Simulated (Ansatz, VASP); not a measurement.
PbSe in VASP and in Ansatz

INCAR

```
ALGO = Normal ; EDIFF = 1E-6
ENCUT = 520 ; GGA = PE
ISIF = 2 ; ISMEAR = -1
LASPH = T ; LCHARG = F
LREAL = F ; LWAVE = F
NBANDS = 17 ; NELM = 60
PREC = Accurate ; SIGMA = 0.01
```

The input KPOINTS:

```
k-points
0
Gamma
  9 9 9
```

The input POSCAR:

```
PbSe
1.0
    0.0612430000      3.0927715000      3.0927715000
    3.0927715000      0.0612430000      3.0927715000
    3.0927715000      3.0927715000      0.0612430000
Pb Se
1 1
Direct
    0.0000000000      0.0000000000      0.0000000000
    0.5000000000      0.5000000000      0.5000000000
```

Input for Ansatz:

```yaml
crystal:
  lattice:
    - [0.061243, 3.0927715, 3.0927715]
    - [3.0927715, 0.061243, 3.0927715]
    - [3.0927715, 3.0927715, 0.061243]
  atoms:
    - { symbol: Pb, position: [0.0, 0.0, 0.0] }
    - { symbol: Se, position: [0.5, 0.5, 0.5] }
kpoints:
  mp_grid: { grid: [9, 9, 9] }
  band_path:
    path:
      - [0.0, 0.0, 0.0]
      - [0.5, 0.5, 0.5]
      - [0.2451701269, 0.5, 0.7548298731]
      - [-0.2451701269, 0.2451701269, 0.5]
      - [0.0, 0.0, 0.5]
      - [0.0, 0.0, 0.0]
      - [-0.3725850634, 0.0, 0.3725850634]
      - [0.0, 0.3725850634, 0.6274149366]
      - [0.0, 0.5, 0.5]
    npoints: 5
scf:
  occupations: { method: fermi_dirac, width: 0.01 }
hamiltonian:
  xc: pbe
  pseudopotentials: { kind: all_electron, lapw: { basis_error: 0.00025 } }
output:
  forces: true
  stress: true
  eigenvalues: true
```

Change from the starting cell: equal xy, yz and zx shear strains of +2 %.

Alike in both runs: task single point; functional PBE; k mesh 9 × 9 × 9; occupations fermi-dirac, width 0.01 eV; no spin polarisation.

|  | VASP | Ansatz |
| --- | --- | --- |
| version | VASP 6.6.1 | Ansatz 0.2.0 |
| potentials or method | VASP PAW PBE potentials, release 64 (Pb_d, Se) | all-electron LAPW, scalar-relativistic |
| plane-wave cutoff (eV) | 520 | see its input |

```csv
,VASP,Ansatz,Ansatz less VASP
gap on the k mesh at the Fermi level (eV),0.52,0.52,-0.002
pressure (GPa),2.3,2.3,+0.02
largest component of the traceless stress (GPa),0.35,0.35,-0.001
```

Ansatz ran all-electron here, so the differences hold the error of VASP's frozen core and of both bases.

Caveats: spin-orbit coupling is left out, which as a rule narrows the gap of such compounds by several tenths of an eV; an odd mesh through Γ misses points on the zone boundary, where band edges often lie.
